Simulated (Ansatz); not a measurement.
This Ga structure is the end of a relaxation. The cell was found from a structure generator's guess, not taken from experiment.

The calculation used Ansatz 0.2.0, DFT PBE, scalar-relativistic, plane waves, PAW. Cutoff 420 eV, Γ-centred mesh, Gaussian smearing, no spin polarisation.

```
Ga
1.0
     1.74176   -2.19808    0.00000
     1.74176    2.19808    0.00000
    -1.60412    0.00000    5.02531
Ga
2
Direct
  0.87089 0.12911 0.75000
  0.12911 0.87089 0.25000
```

Energies count from the standard state of Ga at the same level.

Question: What space group does it have?

Answer: C2/c (No. 15). Conventional cell: a = 3.484 Å, b = 4.396 Å, c = 5.275 Å, β = 107.7°. Ga has 8 Ga at 2.80–2.89 Å.

Question: How far does it lie from the standard state of Ga?

Answer: +0.02 eV/atom. So it is a metastable form at best.

Question: Is it a metal?

Answer: Yes, bands cross the Fermi level on the 20×20×12 mesh.

The last run used a 20×20×12 mesh (in the run's order of axes) for its 2-atom cell and Gaussian smearing of 0.10 eV. For metals, differences of a few meV/atom aren't resolved. This cell was reached by moving the atoms of another relaxed cell at random and relaxing again, last within the group found; it had no such test of its own.
